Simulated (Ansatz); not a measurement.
# Sn: the order of phases, scalar-relativistic, part 2 of 3

Aim: relax Sn in several structures (bcc, hcp, sc, diamond) and rank them by energy, scalar-relativistic. The runs shown use PAW and LAPW.

Ansatz 0.2.0; DFT PBE; a cell built from a prototype (bcc type), not taken from measurement. The steps go on from the part before.

**5. Hcp relaxed, LAPW**

input.yaml reads:

```yaml
crystal:
  lattice:
    - [3.3543233607, 0.0, 0.0]
    - [-1.6771616804, 2.9049292428, 0.0]
    - [0.0, 0.0, 5.6981373241]
  atoms:
    - { symbol: Sn, position: [0.3333333333, 0.6666666667, 0.25] }
    - { symbol: Sn, position: [0.6666666667, 0.3333333333, 0.75] }
kpoints:
  mp_grid: { grid: [14, 14, 8] }
scf:
  occupations: { method: fermi_dirac, width: 0.05 }
hamiltonian:
  xc: pbe
  pseudopotentials: { kind: all_electron, lapw: { basis_error: 0.0005 } }
output:
  forces: true
  stress: true
  eigenvalues: true
  populations: true
relax:
  f_tol: 0.005
  max_steps: 25
  cell: {}
```

Launch:

```console
$ ansatz run input.yaml --threads 1 --pin off --max-ram 3072MiB --backend cpu --events-out ev --progress --plain --runs-dir out
```

The program printed, cut to the lines that bear on the results:

```text
[...]
Sn: projections on atomic orbitals take those of the free atom 1s2 2s2 2p6 3s2 3p6 3d10 4s2 4p6 4d10 5s2 5p2, of charge +0.00 (hamiltonian.pseudopotentials.projection_atoms)
LAPW: plane waves up to 7.053 Å⁻¹, error target 5.0e-4 eV per atom; small_component_spin mean_spin; Sn in spheres of 1.627 Å, 22 of its electrons in bands, Dirac shells []
[...]
Pseudopotentials: kind: all_electron
[...]
  cell:  # Å, volume = 55.5231 Å³
    - [3.354323360657396, 2.8867571862592977e-11, 0.0]
    - [-1.6771616803536977, 2.9049292428224627, 0.0]
    - [0.0, 0.0, 5.6981373241]
  atoms:
    - { symbol: Sn, position: [0.3333333333333333, 0.6666666666666667, 0.25] }
    - { symbol: Sn, position: [0.6666666666666665, 0.3333333333333333, 0.75] }
--- Löwdin populations: 2 sites ---
  site symbol       q [e]
     0     Sn     49.9691
     1     Sn     49.9691
  spilling = 0.000618 (of n_electrons = 100.000000)
```

Run time: 37 s. Hardware: 1 thread of Arm Neoverse V1, shared host; peak memory 0.47 GiB.

Relaxation path:

| step | energy from step 1 (eV/cell) | largest force component (eV/Å) | pressure (GPa) | volume (Å³) |
| --- | --- | --- | --- | --- |
| 1 | 0.0000 | 0.0000 | -0.01 | 55.52 |
| 2 | 0.0000 | 0.0000 | -0.01 | 55.52 |

Step 1 is the start. Step 2 repeats the geometry before on a plane-wave basis chosen anew for that cell, so the energy can jump there without any move; the table keeps such jumps.

| input's cell | before | after | change |
| --- | --- | --- | --- |
| a (Å) | 3.354 | 3.354 | -0.0 % |
| b (Å) | 3.354 | 3.354 | +0.0 % |
| c (Å) | 5.698 | 5.698 | +0.0 % |
| volume (Å³/atom) | 27.76 | 27.76 | +0.0 % |

Result: pressure -0.01 GPa; no gap.

**6. Sc relaxed, PAW**

input.yaml reads:

```yaml
crystal:
  lattice:
    - [3.1154964611, 0.0, 0.0]
    - [0.0, 3.1154964611, 0.0]
    - [0.0, 0.0, 3.1154964611]
  atoms:
    - { symbol: Sn, position: [0.0, 0.0, 0.0] }
kpoints:
  mp_grid: { grid: [13, 13, 13] }
scf:
  occupations: { method: fermi_dirac, width: 0.05 }
hamiltonian:
  xc: pbe
  pseudopotentials: { kind: paw }
output:
  forces: true
  stress: true
  write_density: true
  write_potential: true
  elf: true
  volumetric_format: npy
relax:
  f_tol: 0.005
  max_steps: 40
  cell: {}
```

Launch:

```console
$ ansatz run input.yaml --threads 1 --pin off --max-ram 3072MiB --backend cpu --events-out ev --progress --plain --runs-dir out
```

The program printed, cut to the lines that bear on the results:

```text
[...]
[... 3 set-up lines as earlier in the session ...]
[...]
Crystal: 1 atoms, lattice volume = 30.240 Å³
Basis set: ecut = 420 eV, 619 PW (Γ), exchange–correlation on 48×48×48 points (8 copies of the dense FFT grid, shifted against one another)
Bands: 11, of which v1, the nominal top of the filled ones, is band 7 counted from 1 (6 counted from 0)
[...]
--- Relaxed structure (3 steps of the walk, 3 accepted, 1 SCFs on fresh bases) ---
  F+E_penalty+E_count = -6024.14784445 eV   max|allowed force component| = 0.000e0 eV/Å   (the final SCF, on the basis selected at the relaxed cell)
  cell:  # Å, volume = 29.4586 Å³
    - [3.088426803559238, 3.209883240645393e-35, 1.6049416203226965e-35]
    - [0.0, 3.088426803559238, 0.0]
    - [1.6049416203226965e-35, 0.0, 3.088426803559238]
  atoms:
    - { symbol: Sn, position: [0.0, 0.0, 0.0] }
```

It took 6.5 s on 1 thread of Arm Neoverse V1, shared host; peak memory 0.31 GiB.

Relaxation path:

| step | energy from step 1 (eV/cell) | largest force component (eV/Å) | pressure (GPa) | volume (Å³) |
| --- | --- | --- | --- | --- |
| 1 | 0.0000 | 0.0000 | -1.16 | 30.24 |
| 2 | -0.0030 | 0.0000 | 0.19 | 29.33 |
| 3 | -0.0030 | 0.0000 | -0.01 | 29.46 |
| 4 | -0.0029 | 0.0000 | -0.01 | 29.46 |

Step 1 is the start. Step 4 repeats the geometry before on a plane-wave basis chosen anew for that cell, so the energy can jump there without any move; the table keeps such jumps.

| input's cell | before | after | change |
| --- | --- | --- | --- |
| a (Å) | 3.115 | 3.088 | -0.9 % |
| b (Å) | 3.115 | 3.088 | -0.9 % |
| c (Å) | 3.115 | 3.088 | -0.9 % |
| volume (Å³/atom) | 30.24 | 29.46 | -2.6 % |

In short: pressure -0.01 GPa; no gap.

**7. Sc relaxed, LAPW**

input.yaml reads:

```yaml
crystal:
  lattice:
    - [3.0884268036, 0.0, 0.0]
    - [0.0, 3.0884268036, 0.0]
    - [0.0, 0.0, 3.0884268036]
  atoms:
    - { symbol: Sn, position: [0.0, 0.0, 0.0] }
kpoints:
  mp_grid: { grid: [13, 13, 13] }
scf:
  occupations: { method: fermi_dirac, width: 0.05 }
hamiltonian:
  xc: pbe
  pseudopotentials: { kind: all_electron, lapw: { basis_error: 0.0005 } }
output:
  forces: true
  stress: true
  eigenvalues: true
  populations: true
relax:
  f_tol: 0.005
  max_steps: 25
  cell: {}
```

Launch:

```console
$ ansatz run input.yaml --threads 1 --pin off --max-ram 3072MiB --backend cpu --events-out ev --progress --plain --runs-dir out
```

The program printed, cut to the lines that bear on the results:

```text
[...]
Sn: projections on atomic orbitals take those of the free atom 1s2 2s2 2p6 3s2 3p6 3d10 4s2 4p6 4d10 5s2 5p2, of charge +0.00 (hamiltonian.pseudopotentials.projection_atoms)
LAPW: plane waves up to 7.837 Å⁻¹, error target 5.0e-4 eV per atom; small_component_spin mean_spin; Sn in spheres of 1.498 Å, 22 of its electrons in bands, Dirac shells []
[...]
[... 1 set-up line as earlier in the session ...]
[...]
  F+E_penalty+E_count = -168089.37057010 eV   max|allowed force component| = 0.000e0 eV/Å   (the final SCF, on the basis selected at the relaxed cell)
  cell:  # Å, volume = 29.4586 Å³
    - [3.0884268036, 0.0, 0.0]
    - [0.0, 3.0884268036, 0.0]
    - [0.0, 0.0, 3.0884268036]
  atoms:
    - { symbol: Sn, position: [0.0, 0.0, 0.0] }
--- Löwdin populations: 1 site ---
  site symbol       q [e]
     0     Sn     49.9809
  spilling = 0.000381 (of n_electrons = 50.000000)
```

It took 10 s on 1 thread of Arm Neoverse V1, shared host; peak memory 0.29 GiB.

The steps of the relaxation:

| step | energy from step 1 (eV/cell) | largest force component (eV/Å) | pressure (GPa) | volume (Å³) |
| --- | --- | --- | --- | --- |
| 1 | 0.0000 | 0.0000 | -0.01 | 29.46 |
| 2 | 0.0000 | 0.0000 | -0.01 | 29.46 |

Step 1 is the start. Step 2 repeats the geometry before on a plane-wave basis chosen anew for that cell, so the energy can jump there without any move; the table keeps such jumps.

| input's cell | before | after | change |
| --- | --- | --- | --- |
| a (Å) | 3.088 | 3.088 | +0.0 % |
| b (Å) | 3.088 | 3.088 | +0.0 % |
| c (Å) | 3.088 | 3.088 | +0.0 % |
| volume (Å³/atom) | 29.46 | 29.46 | +0.0 % |

Result: pressure -0.01 GPa; no gap.

**8. Diamond relaxed, PAW**

input.yaml reads:

```yaml
crystal:
  lattice:
    - [0.0, 3.2710663102, 3.2710663102]
    - [3.2710663102, 0.0, 3.2710663102]
    - [3.2710663102, 3.2710663102, 0.0]
  atoms:
    - { symbol: Sn, position: [-0.125, -0.125, -0.125] }
    - { symbol: Sn, position: [0.125, 0.125, 0.125] }
kpoints:
  mp_grid: { grid: [11, 11, 11] }
scf:
  occupations: { method: fermi_dirac, width: 0.05 }
hamiltonian:
  xc: pbe
  pseudopotentials: { kind: paw }
output:
  forces: true
  stress: true
relax:
  f_tol: 0.005
  max_steps: 40
  cell: {}
```

Launch:

```console
$ ansatz run input.yaml --threads 1 --pin off --max-ram 3072MiB --backend cpu --events-out ev --progress --plain --runs-dir out
```

The program printed:

```text
[... 8 set-up lines as earlier in the session ...]
Crystal: 2 atoms, lattice volume = 70.000 Å³
Basis set: ecut = 420 eV, 1363 PW (Γ), exchange–correlation on 64×64×64 points (8 copies of the dense FFT grid, shifted against one another)
Bands: 18, of which v1, the nominal top of the filled ones, is band 14 counted from 1 (13 counted from 0)
[... 1 set-up line as earlier in the session ...]
Space group: Fd-3m (ITA 227), of the structure as read, at distance tolerance 4.1e-5 Å
k-points: 56 of 1331
[... 6 set-up lines as earlier in the session ...]
SCF iter   1: F=—  HF=-12048.402920 eV  |F-HF|=—  |Δ(HF+E_count)|=         —  Δρ=7.55e-4  dr2=6.53e-4  ethr=1.77e-3  ⟨swp⟩=6.1  Hψ=5361  notcnv=0
preconditioner: auto → Kerker (q_TF=auto, 2.342 Å⁻¹)  [metal: Δε(μ)=0.101 eV  Ē_g=20.057 eV  σ=0.050 eV  W_gap=0.45  n_scr=14 (ndim 8)  ℏωp=23.5 eV  f_vac=0.100  D(μ)=0.23/eV (n_scr^D=0)]
SCF iter   2: F=—  HF=-12048.401872 eV  |F-HF|=—  |Δ(HF+E_count)|=   1.05e-3  Δρ=5.75e-4  dr2=5.54e-4  ethr=2.33e-6  ⟨swp⟩=2.1  Hψ=2242  notcnv=0
SCF iter   3: F=—  HF=-12048.401978 eV  |F-HF|=—  |Δ(HF+E_count)|=   1.06e-4  Δρ=3.28e-4  dr2=2.24e-4  ethr=1.98e-6  ⟨swp⟩=2.8  Hψ=1828  notcnv=0
SCF iter   4: F=—  HF=-12048.402099 eV  |F-HF|=—  |Δ(HF+E_count)|=   1.22e-4  Δρ=2.38e-4  dr2=4.36e-5  ethr=8.01e-7  ⟨swp⟩=3.0  Hψ=1807  notcnv=0
SCF iter   5: F=—  HF=-12048.402132 eV  |F-HF|=—  |Δ(HF+E_count)|=   3.31e-5  Δρ=1.40e-4  dr2=9.96e-6  ethr=1.56e-7  ⟨swp⟩=2.0  Hψ=1237  notcnv=0
SCF iter   6: F=—  HF=-12048.402129 eV  |F-HF|=—  |Δ(HF+E_count)|=   3.00e-6  Δρ=2.78e-5  dr2=4.58e-7  ethr=3.56e-8  ⟨swp⟩=2.0  Hψ=1765  notcnv=0
SCF iter   7: F=-12048.402129 eV  HF=-12048.402129 eV  |F-HF|=5.30e-9  |Δ(HF+E_count)|=   9.91e-8  Δρ=2.13e-6  dr2=2.89e-9  ethr=3.57e-10  ⟨swp⟩=3.7  Hψ=4081  notcnv=0
SCF 1 converged in 7 iterations: F = -12048.402129 eV  dr2 = 2.89e-9
relax step   1: F+E_penalty+E_count = -12048.40212930 eV  Δ(F+E_penalty+E_count) = +0.000e0 eV  max|allowed force component| = 4.626e-18 eV/Å  Δτ_max = 0.0000 Å  P = +2.087 GPa  Ω = 70.000 Å³  (7 SCF iters, dr2 threshold 1.00e-7 eV, accepted)
Crystal: 2 atoms, lattice volume = 75.367 Å³
Basis set: ecut = 420 eV, 1459 PW (Γ), exchange–correlation on 64×64×64 points (8 copies of the dense FFT grid, shifted against one another)
[... 2 set-up lines as earlier in the session ...]
iter 1 solved again at ethr=1.34e-5 eV; its pass at ethr=3.10e-3 eV (dr2=3.75e-3 eV) is discarded
SCF iter   1: F=—  HF=-12048.419453 eV  |F-HF|=—  |Δ(HF+E_count)|=         —  Δρ=2.09e-3  dr2=3.73e-3  ethr=1.34e-5  ⟨swp⟩=2.3  Hψ=6974  notcnv=0
preconditioner: auto → none  [insulator: Δε(μ)=0.141 eV  Ē_g=19.814 eV  σ=0.050 eV  W_gap=0.51  n_scr=14 (ndim 8)  ℏωp=22.6 eV  f_vac=0.133  D(μ)=0.29/eV (n_scr^D=0)  ε∞_Penn≈2.3]
SCF iter   2: F=—  HF=-12048.420086 eV  |F-HF|=—  |Δ(HF+E_count)|=   6.33e-4  Δρ=1.06e-3  dr2=8.62e-4  ethr=1.33e-5  ⟨swp⟩=1.3  Hψ=1024  notcnv=0
SCF iter   3: F=—  HF=-12048.420472 eV  |F-HF|=—  |Δ(HF+E_count)|=   3.86e-4  Δρ=1.06e-4  dr2=4.52e-6  ethr=3.08e-6  ⟨swp⟩=2.0  Hψ=1232  notcnv=0
SCF iter   4: F=—  HF=-12048.420475 eV  |F-HF|=—  |Δ(HF+E_count)|=   3.61e-6  Δρ=3.15e-5  dr2=6.47e-7  ethr=7.14e-10  ⟨swp⟩=5.7  Hψ=3905  notcnv=0
SCF iter   5: F=-12048.420475 eV  HF=-12048.420475 eV  |F-HF|=1.63e-8  |Δ(HF+E_count)|=   2.05e-7  Δρ=3.36e-6  dr2=1.65e-8  ethr=7.14e-10  ⟨swp⟩=5.1  Hψ=3808  notcnv=0
SCF 2 converged in 5 iterations: F = -12048.420475 eV  dr2 = 1.65e-8
relax step   2: F+E_penalty+E_count = -12048.42047498 eV  Δ(F+E_penalty+E_count) = -1.835e-2 eV  max|allowed force component| = 2.313e-17 eV/Å  Δτ_max = 0.0000 Å  P = -0.739 GPa  Ω = 75.367 Å³  energy of the carried Pulay correction = -8.568e-4 eV  (5 SCF iters, dr2 threshold 2.00e-7 eV, accepted)
Crystal: 2 atoms, lattice volume = 73.885 Å³
iter 1 solved again at ethr=1.10e-6 eV; its pass at ethr=3.10e-3 eV (dr2=3.08e-4 eV) is discarded
SCF iter   1: F=—  HF=-12048.424489 eV  |F-HF|=—  |Δ(HF+E_count)|=         —  Δρ=5.55e-4  dr2=2.51e-4  ethr=1.10e-6  ⟨swp⟩=3.0  Hψ=6461  notcnv=0
preconditioner: auto → Kerker (q_TF=auto, 2.321 Å⁻¹)  [metal: Δε(μ)=0.121 eV  Ē_g=19.881 eV  σ=0.050 eV  W_gap=0.43  n_scr=14 (ndim 8)  ℏωp=22.9 eV  f_vac=0.104  D(μ)=0.29/eV (n_scr^D=0)]
SCF iter   2: F=—  HF=-12048.424500 eV  |F-HF|=—  |Δ(HF+E_count)|=   1.13e-5  Δρ=3.75e-4  dr2=1.42e-4  ethr=8.96e-7  ⟨swp⟩=1.0  Hψ=1008  notcnv=0
SCF iter   3: F=—  HF=-12048.424517 eV  |F-HF|=—  |Δ(HF+E_count)|=   1.74e-5  Δρ=9.12e-5  dr2=1.55e-5  ethr=5.06e-7  ⟨swp⟩=1.0  Hψ=1008  notcnv=0
SCF iter   4: F=—  HF=-12048.424529 eV  |F-HF|=—  |Δ(HF+E_count)|=   1.18e-5  Δρ=3.81e-5  dr2=2.08e-6  ethr=5.53e-8  ⟨swp⟩=2.0  Hψ=1232  notcnv=0
SCF iter   5: F=-12048.424532 eV  HF=-12048.424532 eV  |F-HF|=2.88e-7  |Δ(HF+E_count)|=   2.82e-6  Δρ=9.37e-6  dr2=7.36e-8  ethr=7.14e-10  ⟨swp⟩=3.7  Hψ=4119  notcnv=0
SCF 3 converged in 5 iterations: F = -12048.424532 eV  dr2 = 7.36e-8
relax step   3: F+E_penalty+E_count = -12048.42453214 eV  Δ(F+E_penalty+E_count) = -4.057e-3 eV  max|allowed force component| = 2.182e-17 eV/Å  Δτ_max = 0.0000 Å  P = -0.075 GPa  Ω = 73.885 Å³  energy of the carried Pulay correction = -6.266e-4 eV  (5 SCF iters, dr2 threshold 2.00e-7 eV, accepted)
Crystal: 2 atoms, lattice volume = 73.722 Å³
iter 1 solved again at ethr=3.17e-8 eV; its pass at ethr=3.10e-3 eV (dr2=8.89e-6 eV) is discarded
SCF iter   1: F=—  HF=-12048.424595 eV  |F-HF|=—  |Δ(HF+E_count)|=         —  Δρ=6.09e-5  dr2=3.43e-6  ethr=3.17e-8  ⟨swp⟩=3.0  Hψ=6159  notcnv=0
preconditioner: auto → Kerker (q_TF=auto, 2.322 Å⁻¹)  [metal: Δε(μ)=0.028 eV  Ē_g=19.890 eV  σ=0.050 eV  W_gap=0.14  n_scr=14 (ndim 8)  ℏωp=22.9 eV  f_vac=0.110  D(μ)=0.29/eV (n_scr^D=0)]
SCF iter   2: F=—  HF=-12048.424593 eV  |F-HF|=—  |Δ(HF+E_count)|=   1.29e-6  Δρ=4.25e-5  dr2=2.09e-6  ethr=1.23e-8  ⟨swp⟩=1.0  Hψ=1008  notcnv=0
SCF iter   3: F=—  HF=-12048.424594 eV  |F-HF|=—  |Δ(HF+E_count)|=   9.14e-7  Δρ=1.27e-5  dr2=2.82e-7  ethr=7.45e-9  ⟨swp⟩=2.0  Hψ=1190  notcnv=0
SCF iter   4: F=—  HF=-12048.424595 eV  |F-HF|=—  |Δ(HF+E_count)|=   2.56e-7  Δρ=5.59e-6  dr2=5.05e-8  ethr=1.01e-9  ⟨swp⟩=2.0  Hψ=1242  notcnv=0
SCF iter   5: F=-12048.424595 eV  HF=-12048.424595 eV  |F-HF|=3.04e-9  |Δ(HF+E_count)|=   5.57e-8  Δρ=1.23e-6  dr2=1.26e-9  ethr=4.97e-11  ⟨swp⟩=5.2  Hψ=3658  notcnv=0
SCF 4 converged in 5 iterations: F = -12048.424595 eV  dr2 = 1.26e-9
relax step   4: F+E_penalty+E_count = -12048.42459472 eV  Δ(F+E_penalty+E_count) = -6.258e-5 eV  max|allowed force component| = 1.850e-17 eV/Å  Δτ_max = 0.0000 Å  P = +0.003 GPa  Ω = 73.722 Å³  energy of the carried Pulay correction = -6.010e-4 eV  (5 SCF iters, dr2 threshold 1.39e-8 eV, accepted)
[... 1 set-up line as earlier in the session ...]
iter 1 solved again at ethr=3.25e-7 eV; its pass at ethr=3.10e-3 eV (dr2=9.09e-5 eV) is discarded
SCF iter   1: F=—  HF=-12048.425166 eV  |F-HF|=—  |Δ(HF+E_count)|=         —  Δρ=4.56e-5  dr2=2.65e-7  ethr=3.25e-7  ⟨swp⟩=2.7  Hψ=7706  notcnv=0
preconditioner: auto → Kerker (q_TF=auto, 2.322 Å⁻¹)  [metal: Δε(μ)=0.029 eV  Ē_g=19.890 eV  σ=0.050 eV  W_gap=0.14  n_scr=14 (ndim 8)  ℏωp=22.9 eV  f_vac=0.111  D(μ)=0.29/eV (n_scr^D=0)]
SCF iter   2: F=—  HF=-12048.425165 eV  |F-HF|=—  |Δ(HF+E_count)|=   1.46e-6  Δρ=2.21e-5  dr2=6.65e-8  ethr=9.48e-10  ⟨swp⟩=2.3  Hψ=1816  notcnv=0
SCF iter   3: F=—  HF=-12048.425165 eV  |F-HF|=—  |Δ(HF+E_count)|=   1.36e-7  Δρ=6.32e-6  dr2=1.01e-8  ethr=2.37e-10  ⟨swp⟩=3.0  Hψ=1797  notcnv=0
SCF iter   4: F=—  HF=-12048.425165 eV  |F-HF|=—  |Δ(HF+E_count)|=   9.50e-9  Δρ=6.35e-7  dr2=3.41e-10  ethr=3.60e-11  ⟨swp⟩=2.0  Hψ=1244  notcnv=0
SCF iter   5: F=—  HF=-12048.425165 eV  |F-HF|=—  |Δ(HF+E_count)|=  1.75e-10  Δρ=2.05e-7  dr2=5.60e-11  ethr=1.22e-12  ⟨swp⟩=2.0  Hψ=1793  notcnv=0
SCF iter   6: F=-12048.425165 eV  HF=-12048.425165 eV  |F-HF|=0.00e0  |Δ(HF+E_count)|=  6.00e-11  Δρ=7.30e-8  dr2=5.42e-12  ethr=1.00e-12  ⟨swp⟩=6.4  Hψ=4062  notcnv=0
SCF 5 converged in 6 iterations: F = -12048.425165 eV  dr2 = 5.42e-12
relax step   5: F+E_penalty+E_count = -12048.42516490 eV  Δ(F+E_penalty+E_count) = -5.702e-4 eV  max|allowed force component| = 1.488e-17 eV/Å  Δτ_max = 0.0000 Å  P = -0.001 GPa  Ω = 73.722 Å³  stress off target by 8.84e-4 GPa  SCF on the basis re-selected at this cell (its energy is not comparable with the rows above)  (6 SCF iters)
basis re-selected at this cell: Δ(F+E_penalty+E_count) = -5.702e-4 eV, ΔP = -0.004 GPa vs the last step (what re-selecting the basis moved, of the pressure what is left beyond the Pulay correction that the steps carried, after the strain that the cell walked since its last selection, with what the two solves' SCF thresholds leave and, on support functions, any second-order correction that the steps lacked; it is no measure of the basis error at this ecutwfc). This SCF's stress stands 8.84e-4 GPa from its target on what of the cell is left free (relax.cell.stress_tol is 5.00e-2 GPa) and its largest allowed force component is 1.49e-17 eV/Å (relax.f_tol is 5.00e-3 eV/Å): within both
SCF converged after 6 iterations
Free energy (F): -12048.425165 eV
Harris-Foulkes:  -12048.425165 eV  (|F-HF|=0.00e0)
Internal energy: -12048.422984 eV  (E = F + TS)
E sigma→0 (E₀):  -12048.424075 eV
Entropy (-TS):   -0.002181 eV (-1.090 meV/atom)
Fermi energy:    6.868311 eV
--- Per-component energies (eV) ---
  E_band       = -270.312066
  E_kinetic    = 372.988230
  E_local      = -2394.689787  (includes V_loc(G=0)·N_el)
  E_nonlocal   = -64.177313
  E_hartree    = 1360.274902
  E_xc         = -763.490215
  E_vxc        = -190.158872  (∫ρ·V_xc dr)
  E_paw        = -8275.203867  (= ΣΔE_a)
  E_vpaw       = -714.824004  (= ΣTr[D̂ρ^β])
  E_aug_tail   = -0.000001  (compensation charges beyond the density's cutoff)
  E_ewald      = -2284.124933
  E_smearing   = -0.002181  (= −TS)
  E_closure    = 0.000000  (closes the sum)
  Σ components = -12048.425165   (vs F -12048.425165, Δ=0.00e0)
--- Forces (eV/Å), atoms counted from 1 ---
  atom   1  Sn     0.00000000    -0.00000000    -0.00000000
  atom   2  Sn     0.00000000    -0.00000000     0.00000000
  max |Σ_I F_I| component: 1.30e-17 eV/Å
--- Stress (GPa, compression-positive) ---
       -0.000884      -0.000000      -0.000000
       -0.000000      -0.000884       0.000000
       -0.000000      -0.000000      -0.000884
  P = ⅓ Tr σ = -0.0009 GPa (-0.009 kbar)
--- Relaxed structure (4 steps of the walk, 4 accepted, 1 SCFs on fresh bases) ---
  F+E_penalty+E_count = -12048.42516490 eV   max|allowed force component| = 1.488e-17 eV/Å   (the final SCF, on the basis selected at the relaxed cell)
  cell:  # Å, volume = 73.7218 Å³
    - [-1.9362413725003245e-33, 3.3280413595487492, 3.3280413595487492]
    - [3.3280413595487492, -1.8343339318424123e-33, 3.3280413595487492]
    - [3.3280413595487492, 3.3280413595487492, 0.0]
  atoms:
    - { symbol: Sn, position: [-0.12499999999999999, -0.12499999999999999, -0.12499999999999999] }
    - { symbol: Sn, position: [0.12499999999999999, 0.12499999999999999, 0.12499999999999999] }
```

Wall time 17 s (1 thread of Arm Neoverse V1, shared host); peak memory 0.36 GiB.

Relaxation path:

| step | energy from step 1 (eV/cell) | largest force component (eV/Å) | pressure (GPa) | volume (Å³) |
| --- | --- | --- | --- | --- |
| 1 | 0.0000 | 0.0000 | 2.09 | 70.00 |
| 2 | -0.0183 | 0.0000 | -0.74 | 75.37 |
| 3 | -0.0224 | 0.0000 | -0.07 | 73.88 |
| 4 | -0.0225 | 0.0000 | 0.00 | 73.72 |
| 5 | -0.0230 | 0.0000 | 0.00 | 73.72 |

Step 1 is the start. Step 5 repeats the geometry before on a plane-wave basis chosen anew for that cell, so the energy can jump there without any move; the table keeps such jumps.

| input's cell | before | after | change |
| --- | --- | --- | --- |
| a (Å) | 4.626 | 4.707 | +1.7 % |
| b (Å) | 4.626 | 4.707 | +1.7 % |
| c (Å) | 4.626 | 4.707 | +1.7 % |
| volume (Å³/atom) | 35.00 | 36.86 | +5.3 % |

**9. Diamond relaxed, LAPW**

input.yaml reads:

```yaml
crystal:
  lattice:
    - [0.0, 3.3280413595, 3.3280413595]
    - [3.3280413595, 0.0, 3.3280413595]
    - [3.3280413595, 3.3280413595, 0.0]
  atoms:
    - { symbol: Sn, position: [-0.125, -0.125, -0.125] }
    - { symbol: Sn, position: [0.125, 0.125, 0.125] }
kpoints:
  mp_grid: { grid: [11, 11, 11] }
scf:
  occupations: { method: fermi_dirac, width: 0.05 }
hamiltonian:
  xc: pbe
  pseudopotentials: { kind: all_electron, lapw: { basis_error: 0.0005 } }
output:
  forces: true
  stress: true
  eigenvalues: true
  populations: true
relax:
  f_tol: 0.005
  max_steps: 25
  cell: {}
```

Launch:

```console
$ ansatz run input.yaml --threads 1 --pin off --max-ram 3072MiB --backend cpu --events-out ev --progress --plain --runs-dir out
```

The program printed, cut to the lines that bear on the results:

```text
[...]
Sn: projections on atomic orbitals take those of the free atom 1s2 2s2 2p6 3s2 3p6 3d10 4s2 4p6 4d10 5s2 5p2, of charge +0.00 (hamiltonian.pseudopotentials.projection_atoms)
LAPW: plane waves up to 8.535 Å⁻¹, error target 5.0e-4 eV per atom; small_component_spin mean_spin; Sn in spheres of 1.398 Å, 22 of its electrons in bands, Dirac shells []
[...]
[... 1 set-up line as earlier in the session ...]
[...]
  cell:  # Å, volume = 73.7218 Å³
    - [0.0, 3.3280413595, 3.3280413595]
    - [3.3280413595, 0.0, 3.3280413595]
    - [3.3280413595, 3.3280413595, 0.0]
  atoms:
    - { symbol: Sn, position: [-0.12499999999999999, -0.12499999999999999, -0.12499999999999999] }
    - { symbol: Sn, position: [0.12499999999999999, 0.12499999999999999, 0.12499999999999999] }
--- Löwdin populations: 2 sites ---
  site symbol       q [e]
     0     Sn     49.9805
     1     Sn     49.9805
  spilling = 0.000391 (of n_electrons = 100.000000)
```

Run time: 33 s. Hardware: 1 thread of Arm Neoverse V1, shared host; peak memory 0.43 GiB.

The steps of the relaxation:

| step | energy from step 1 (eV/cell) | largest force component (eV/Å) | pressure (GPa) | volume (Å³) |
| --- | --- | --- | --- | --- |
| 1 | 0.0000 | 0.0000 | 0.00 | 73.72 |
| 2 | 0.0000 | 0.0000 | 0.00 | 73.72 |

Step 1 is the start. Step 2 repeats the geometry before on a plane-wave basis chosen anew for that cell, so the energy can jump there without any move; the table keeps such jumps.

| input's cell | before | after | change |
| --- | --- | --- | --- |
| a (Å) | 4.707 | 4.707 | -0.0 % |
| b (Å) | 4.707 | 4.707 | -0.0 % |
| c (Å) | 4.707 | 4.707 | -0.0 % |
| volume (Å³/atom) | 36.86 | 36.86 | -0.0 % |

Result: pressure 0.00 GPa; no gap.

[end of part 2 of 3]
